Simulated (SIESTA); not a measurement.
Runs of SIESTA 5.4.2 on Co. The cell holds a slab with vacuum, 6 atoms: a = 2.487 Å, b = 2.487 Å, c = 25.238 Å, α = 90.00°, β = 90.00°, γ = 120.00°. 

```csv
potentials or basis,gap on the mesh (eV),moment (μB),largest force (eV/Å)
"PseudoDojo 0.4 standard (PBE files), DZP (energy shift 0.003 Ry; two zetas on semicore shells)",none,10.30,0.94
"PseudoDojo 0.4 standard (PBE files), DZ (energy shift 0.003 Ry; two zetas on semicore shells)",none,10.59,(b)
"PseudoDojo 0.4 standard (PBE files), TZP (energy shift 0.003 Ry; two zetas on semicore shells)",none,10.30,0.94
"PseudoDojo 0.4 standard (PBE files), SZ (energy shift 0.003 Ry)",none,(a),0.99
"PseudoDojo 0.4 standard (PBE files), DZDP (energy shift 0.003 Ry; two zetas on semicore shells)",none,10.30,0.98
"PseudoDojo 0.4 standard (PBE files), SZP (energy shift 0.003 Ry)",none,10.71,0.87
"PseudoDojo 0.4 standard (PBE files), TZDP (energy shift 0.003 Ry; two zetas on semicore shells)",none,10.30,0.94
```

Alike in all rows: task band structure; level PBE; spin collinear, ferromagnetic start; cell as given; k mesh 7 × 7 × 1; smearing fermi-dirac 0.05 eV; grid cutoff 800 Ry; energy shift 0.003 Ry; the mesh is coarse, so values aren't converged.

Problem. Estimate the missing entries.

Solution. (a) 9.54; (b) 0.95.

Caveats: all runs use coarse meshes; the basis of atomic orbitals isn't converged, which shifts pressures, moduli and gaps; the basis has no polarisation orbitals (some runs).

A gap of «none» marks a metal or a gap under the smearing width.
